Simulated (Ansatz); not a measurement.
# Structure search for Cd2Te3

All numbers below come from Ansatz 0.2.0, DFT PBE, scalar-relativistic, plane waves, PAW. Settings: cutoff 420 eV, Γ-centred meshes spaced at most about 0.3 Å⁻¹, and about 0.25 Å⁻¹ or finer for metals (2π included), Gaussian smearing. No spin polarisation.

Energies over the elements count from the elements' standard structures at the same level, with no fitted energy shifts.

Temperature and zero-point effects are left out. Only the structures computed here compete, so a lower one can exist. No dispersion correction is applied, so the spacing and binding between layers, chains or molecules are poorly described (P-3m1 at 29.8 Å³/atom), and this can change margins and order among such cells. These runs have no spin–orbit coupling, which can matter for Te. The reference form of Te is held partly by dispersion forces, which this level lacks.

Invented guesses were relaxed alike, and ends that match in structure were merged. ΔE counts from the first row. Coordination counts Te atoms around Cd (those within 1.25 times the shortest such distance or 1.15 times the sum of covalent radii; the shortest distance is added where it is long for a bond; a slash parts the counts of unlike sites). The ends were matched against large subsets of the Crystallography Open Database and the Materials Project, so a missing match doesn't prove that a structure is unreported.

```csv
#,reached from,type and space group,atoms,Å³/atom,coordination,ΔE (meV/atom),gap on mesh (eV),in databases
1,A-type sesquioxide type (P-3m1),P-3m1 (No. 164),5,29.8,Cd 6,0,0.00,no match
2,In2S3 type (R-3c),"corundum, R-3c (No. 167)",10,33.0,Cd 6,57,0.00,no match
3,In2Au3 type (P-3m1),P-3m1 (No. 164),5,31.6,Cd 4,108,0.00,no match
4,random cell,P6/mmm (No. 191),5,39.6,Cd 6 from 3.5 Å,302,0.00,no match
5,random cell,Pm-3m (No. 221),5,35.8,Cd 6/12 from 4.0 Å,588,0.00,no match
```

The lowest: Space group P-3m1 (No. 164), trigonal, a = 4.262 Å, c = 9.458 Å. Cd has 6 Te at 2.96–3.07 Å; around Te on a site of symmetry -3m lie 6 Cd at 3.07 Å; Te on a site of symmetry 3m has 3 Cd at 2.96 Å. Its energy over the elements is −0.11 eV/atom. Whether it is stable depends on the other phases of the system, which aren't compared here. An observed structure of this formula, if there is one, may be missing.

```xyz
5
Lattice="4.2623 0.0000 0.0000 -2.1311 3.6912 0.0000 0.0000 0.0000 9.4582" Properties=species:S:1:pos:R:3 pbc="T T T"
Cd    0.0000    2.4608    1.8365
Cd    2.1311    1.2304    7.6217
Te    0.0000    0.0000    0.0000
Te    0.0000    2.4608    5.9785
Te    2.1311    1.2304    3.4797
```

The second: Space group R-3c (No. 167), trigonal, a = 7.173 Å, c = 22.227 Å. Cd has 3 Te at 2.92 Å and 3 Te at 3.11 Å; Te is surrounded by 2 Cd at 2.92 Å, 2 Cd at 3.11 Å and 2 Te at 3.47 Å. Counting Te atoms around Cd, the first and the second both have Cd 6. Cells relaxed within their symmetry can be saddle points.

```cif
data_structure
_symmetry_space_group_name_H-M 'R-3c:H'
_symmetry_Int_Tables_number 167
_cell_length_a 7.1732
_cell_length_b 7.1732
_cell_length_c 22.2273
_cell_angle_alpha 90.000
_cell_angle_beta 90.000
_cell_angle_gamma 120.000
_cell_volume 990.48
loop_
_atom_site_label
_atom_site_type_symbol
_atom_site_symmetry_multiplicity
_atom_site_Wyckoff_symbol
_atom_site_fract_x
_atom_site_fract_y
_atom_site_fract_z
_atom_site_occupancy
Cd1 Cd 12 c 0.66667 0.33333 0.19061 1
Te1 Te 18 e 0.94571 0.61238 0.08333 1
```

Some candidate types were left out of the draw beforehand, so a known form may be missing.
